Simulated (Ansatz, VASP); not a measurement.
Two plane-wave programs on SiC (Moissanite 3C)

File INCAR:

```
PREC     = Accurate       # precision mode
ENCUT    = 600            # plane-wave cutoff, eV
EDIFF    = 1E-6           # SCF threshold, eV
ISMEAR   = -1             # smearing method
SIGMA    = 0.02           # smearing width, eV
LREAL    = False          # projectors in reciprocal space
LASPH    = True           # aspherical terms in the spheres
NELM     = 80             # most SCF steps
ALGO     = Normal         # electronic algorithm
ISIF     = 3              # what is computed and relaxed
LWAVE    = False          # write WAVECAR
LCHARG   = False          # write CHGCAR
GGA      = CA             # functional
IBRION   = 2              # ionic algorithm
NSW      = 80             # ionic steps
EDIFFG   = -0.01          # ionic threshold
```

File KPOINTS:

```
Automatic mesh
0
Gamma
  10 10 10
```

Contents of POSCAR:

```
SiC
1.0
    0.0000000000      2.1790000000      2.1790000000
    2.1790000000      0.0000000000      2.1790000000
    2.1790000000      2.1790000000      0.0000000000
Si C
1 1
Direct
    0.0000000000      0.0000000000      0.0000000000
    0.2500000000      0.2500000000      0.2500000000
```

Input for Ansatz:

```yaml
crystal:
  lattice:
    - [0.0, 2.179, 2.179]
    - [2.179, 0.0, 2.179]
    - [2.179, 2.179, 0.0]
  atoms:
    - { symbol: Si, position: [0.0, 0.0, 0.0] }
    - { symbol: C, position: [0.25, 0.25, 0.25] }
  symmetry: { tolerance: 0.0003 }
hamiltonian:
  xc: lda
  pseudopotentials: { kind: paw, azcp: { folder: soft_1 } }
basis:
  ecutwfc: 420
magnetization:
  spin_polarized: false
scf:
  occupations: { method: fermi_dirac, width: 0.02 }
kpoints:
  mp_grid: { grid: [10, 10, 10], shift: [0, 0, 0] }
output:
  forces: true
  stress: true
  eigenvalues: true
relax:
  max_steps: 60
  cell: {}
```

Alike in both runs: task relaxation of cell and atoms; functional LDA; k mesh 10 × 10 × 10; occupations fermi-dirac, width 0.02 eV; no spin polarisation.

```csv
,VASP,Ansatz
version,VASP 6.6.1,Ansatz 0.2.0
potentials or method,"VASP PAW LDA potentials, release 64 (Si, C)",PAW plane waves
plane-wave cutoff (eV),600,420
valence electrons in the cell,8,8
```

|  | VASP | Ansatz | Ansatz less VASP |
| --- | --- | --- | --- |
| gap on the k mesh at the Fermi level, each at its own relaxed structure (eV) | 1.29 | 1.30 | +0.012 |
| relaxed volume (Å³/atom) | 10.15 | 10.14 | -0.009 |
| relaxed cell length with the largest relative difference (Å) | 3.062 | 3.061 | -0.0009 |
| energy change over the relaxation (meV/atom) | -3 | -3 | -0.3 |

Ansatz warned: «pseudo_functional_mismatch».

A k mesh can miss the band edges. Zero-point motion and thermal expansion aren't in these numbers. LDA usually gives volumes a few per cent too small.
